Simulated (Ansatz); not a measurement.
**SiNi (Pmmn), a sublattice moved along a line**

Theory: DFT PBE, scalar-relativistic, plane waves, PAW in Ansatz. Cutoff 420 eV, Γ-centred 16×14×10 k-points, Gaussian smearing of 0.15 eV. No spin polarisation. A magnetic state may lie lower. Energies are free energies at this smearing, counted from the undisturbed cell; pressure is positive in compression.

The starting cell (relaxed at this level; this form isn't the usual structure):

```
Si Ni
1.0
     3.05528    0.00000    0.00000
     0.00000    3.25831    0.00000
     0.00000    0.00000    4.70939
Si Ni
2 2
Cartesian
  1.5276 1.6292 3.9709
  0.0000 0.0000 0.7385
  1.5276 1.6292 1.6121
  0.0000 0.0000 3.0973
```

Every Si atom is moved by x along the Cartesian unit vector (0.000, 0.000, 1.000); the cell and all other atoms stay fixed. The cell is metallic on the mesh throughout.

| x (Å) | ΔE (meV/cell) | force along x on the moved atoms (eV/Å) | pressure (GPa) |
| --- | --- | --- | --- |
| -0.5000 | ? | 16.39 | ? |
| -0.2500 | 642.3 | 5.52 | 6.9 |
| 0.0000 | 0.0 | 0.00 | 0.0 |
| 0.3750 | 1584.1 | -9.83 | 16.3 |

Q: Give the withheld values.

A: ΔE (meV/cell) at x (Å) = -0.5000: 3193.1; pressure (GPa) at x (Å) = -0.5000: 30.7.